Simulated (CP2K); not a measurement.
# HfC under changes of volume

One of the cells (12.568 Å³/atom); the others are scaled copies at fixed shape and fractional positions:

```
CELL_PARAMETERS angstrom
3.28805 0.00000 0.00000
1.64402 2.84753 0.00000
1.64402 0.94918 2.68468
ATOMIC_POSITIONS crystal
Hf 0.50000 0.50000 0.50000
C 0.00000 0.00000 0.00000
```

| Quantity | Value |
| --- | --- |
| Program | CP2K 2026.2 |
| Functional | LDA |
| Potentials or basis | GTH_POTENTIALS Hf GTH-PADE-q12, C GTH-PADE-q4; TZVP-MOLOPT-PBE-GTH basis |
| Density cutoff | 6123 eV |
| k mesh | 10 × 10 × 10 |
| Occupations | fermi-dirac, width 0.05 eV |
| Spin | no spin polarisation |

| volume (Å³/atom) | energy over the lowest point (meV/atom) | pressure (GPa) |
| --- | --- | --- |
| 11.814 | 0.00 | -39.6 |
| 12.065 | 65.51 | -43.7 |
| 12.317 | 136.61 | -47.0 |
| 12.568 | 211.94 | -49.4 |
| 12.819 | ? | ? |
| 13.071 | 372.22 | -52.4 |
| 13.322 | 455.13 | -53.2 |

Problem. What does the run at 12.819 Å³/atom give?

Solution. Energy over the lowest point 289.99 meV/atom; pressure -51.4 GPa.

Worked out: A Birch-Murnaghan fit of order 3 (a polynomial in V^(-2/3)) to the other rows has no minimum within the range. It gives 290.65 meV/atom at 12.819 Å³/atom, against the run's 289.99, and -dE/dV = -51.1 GPa, against -51.4.

Energies are extrapolated to zero smearing.

Caveats: the basis of atomic orbitals isn't converged, which shifts pressures, moduli and gaps.
